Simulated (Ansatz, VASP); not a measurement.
**Two plane-wave programs on Al2Pt**

```
CELL_PARAMETERS angstrom
0.00000 2.94917 2.94917
2.94917 0.00000 2.94917
2.94917 2.94917 0.00000
ATOMIC_POSITIONS crystal
Al 0.25000 0.25000 0.25000
Al 0.75000 0.75000 0.75000
Pt 0.00000 0.00000 0.00000
```

Alike in both runs: task single point; functional PBE; k mesh 6 × 6 × 6; occupations gaussian, width 0.1 eV; no spin polarisation.

```csv
,VASP,Ansatz
version,VASP 6.6.1,Ansatz 0.2.0
potentials or method,"VASP PAW PBE potentials, release 64 (Al, Pt)","scalar-relativistic, plane waves, PAW"
plane-wave cutoff (eV),520,420
valence electrons in the cell,16,24
```

```tsv
	VASP	Ansatz	Ansatz less VASP
gap on the k mesh at the Fermi level (eV)	none	none	-
pressure (GPa)	3.1	3.2	+0.17
```

A gap of «none» marks a metal or a gap that the smearing closes. With one functional, cell and mesh, what is left measures potentials, basis and numerics. The two sets of potentials don't hold the same shells in valence.

The runs have no spin-orbit coupling, so splittings on Pt are missing.
